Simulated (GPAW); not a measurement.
Mg:

```
Mg
1.0
     3.20930    0.00000    0.00000
    -1.60465    2.77934    0.00000
     0.00000    0.00000    5.21030
Mg
2
Direct
  0.66667 0.33333 0.75000
  0.33333 0.66667 0.25000
```

Base run:

```yaml
Program: GPAW 26.7.0
Functional: LDA
Potentials_or_basis: the program's PAW data sets (release 1.2.1) made for this functional
Cutoff: 800 eV
Basis: pw
k_mesh: 10 × 10 × 5
Occupations: fermi-dirac, width 0.05 eV
Spin: no spin polarisation
```

Its results: band gap on the k mesh none (metal or under the smearing width); pressure -2.4 GPa.

Task: After a change of settings the same cell gave: band gap on the k mesh none (metal or under the smearing width); pressure 0.4 GPa. Which change was it?
A. functional from LDA to BLYP; potentials or basis from the program's PAW data sets (release 1.2.1) made for this functional to PAW data sets generated in the run's folder for this functional
B. functional from LDA to r2SCAN; potentials or basis from the program's PAW data sets (release 1.2.1) made for this functional to GPAW PAW data sets (gpaw-data 1.2.1)
C. functional from LDA to SCAN; potentials or basis from the program's PAW data sets (release 1.2.1) made for this functional to GPAW PAW data sets (gpaw-data 1.2.1)

Result: A.

Runs at the PBE level aren't shown here.
